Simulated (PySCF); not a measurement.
## Electronic absorption of C4H10O

Compound: C4H10O.
SMILES with atom numbers: `[CH3:1][CH2:2][CH2:3][CH2:4][OH:5]` (hydrogens: H6, H7, H8 on C1; H9, H10 on C2; H11, H12 on C3; H13, H14 on C4; H15 on O5)

Cartesian coordinates in Å at the GFN2-xTB level; atoms count from 1:
```
atom  x, y, z in Å
C1     2.074    0.012   -0.165
C2     0.642    0.447   -0.448
C3    -0.360   -0.651   -0.089
C4    -1.803   -0.274   -0.433
O5    -2.327    0.743    0.386
H6     2.196   -0.233    0.888
H7     2.330   -0.866   -0.753
H8     2.772    0.808   -0.414
H9     0.427    1.349    0.130
H10    0.541    0.695   -1.508
H11   -0.106   -1.562   -0.634
H12   -0.299   -0.866    0.979
H13   -2.459   -1.134   -0.276
H14   -1.865    0.018   -1.493
H15   -1.768    1.523    0.303
```

Theory: TDDFT wB97X-D/def2-SVPD, vertical, gas phase, core orbitals frozen in the response in PySCF.

```csv
state,λ (nm),E (eV),f,|μ| (D),"main configurations (H = HOMO, L = LUMO)"
S1,168.9,7.34,0.0072,0.51,"H→L (70%), H→L+1 (21%)"
S2,146.7,8.45,0.027,0.92,"H→L+2 (78%), H→L+1 (10%)"
S3,140.9,8.80,0.0086,0.51,H-1→L (77%)
S4,139.7,8.88,0.047,1.18,"H→L+1 (33%), H→L+3 (33%), H→L+4 (12%)"
S5,137.3,9.03,0.043,1.11,"H→L+3 (47%), H→L+4 (12%), H→L (12%)"
S6,132.7,9.35,0.0001,0.06,H-2→L (87%)
S7,131.5,9.43,0.0039,0.33,"H-1→L+1 (45%), H-3→L (21%), H-1→L+2 (9%)"
S8,129.8,9.55,0.030,0.90,"H-1→L+2 (69%), H-3→L (19%)"
```

Triplets, Tamm–Dancoff:

```json
{"state": "T1", "E (eV)": "7.09", "λ (nm)": "174.9", "main configurations (H = HOMO, L = LUMO)": "H→L (64%), H→L+1 (22%)"}
{"state": "T2", "E (eV)": "8.33", "λ (nm)": "148.8", "main configurations (H = HOMO, L = LUMO)": "H→L+2 (70%), H→L+1 (11%)"}
{"state": "T3", "E (eV)": "8.59", "λ (nm)": "144.3", "main configurations (H = HOMO, L = LUMO)": "H-1→L (66%), H-1→L+1 (8%)"}
```

The lowest singlet comes at 169 nm (708 kJ/mol) in the vacuum ultraviolet; it is weak; its leading configuration is HOMO→LUMO (70%). The strongest level in the table is S4 at 8.88 eV (140 nm, f = 0.047). Löwdin shares by element: HOMO oxygen 59%, carbon 26% or more, hydrogen 7% or more; LUMO hydrogen 21% or more, oxygen 17%, carbon 15% or more (atoms not listed hold the other 47%). Weighted by f, the mean energy of these states is 8.91 eV. The listed states span 2.21 eV, and the widest gap between neighbours is 1.11 eV (S1 to S2). Of the 8 states listed, 4 reach f = 0.01 and 1 stays under 0.0005. Singlets were solved by full linear response, triplets in the Tamm–Dancoff approximation.

One conformer stands for the species.
